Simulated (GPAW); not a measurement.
ZnCu2SnS4:

```
Sn Zn Cu S
1.0
    -2.71710    2.71710    5.42480
     2.71710   -2.71710    5.42480
     2.71710    2.71710   -5.42480
Sn Zn Cu S
1 1 2 4
Cartesian
  0.0000 0.0000 5.4248
  2.7171 0.0000 2.7124
  0.0000 2.7171 2.7124
  0.0000 0.0000 0.0000
  1.3944 1.3922 4.0338
  -1.3922 1.3944 6.8158
  1.3227 1.3249 -1.3910
  4.1093 1.3227 1.3910
```

Program: GPAW 26.7.0. Alike in all runs: task optical spectrum; potentials or basis GPAW PAW data sets (gpaw-data 1.2.1), pw; no spin polarisation; cell as given; k mesh 5 × 5 × 5; cutoff (eV) 450; smearing fermi-dirac 0.001 eV.

**Question.** Order these runs on this cell by their band gap on the k mesh, lowest first.
A. level PBE
B. level PBE+U; U Cu d U = 4.0 eV
C. level PBE+U; U Cu d U = 8.0 eV
D. level PBE+U; U Cu d U = 2.0 eV
E. level PBE+U; U Cu d U = 6.0 eV

**Answer.** A (0.30 eV), D (0.47 eV), B (0.65 eV), E (0.81 eV), C (0.96 eV).

Caveats: with so narrow a direct gap the onset needs a denser k mesh; the long-wavelength limit can be off by several per cent where d states take part; spectra need much finer meshes, so this one isn't converged; independent-particle spectra lack excitons; spin-orbit coupling is left out, which moves the levels of the heavy elements; response on these states lacks terms of the Hamiltonian (some runs).

A k mesh can miss the band edges.
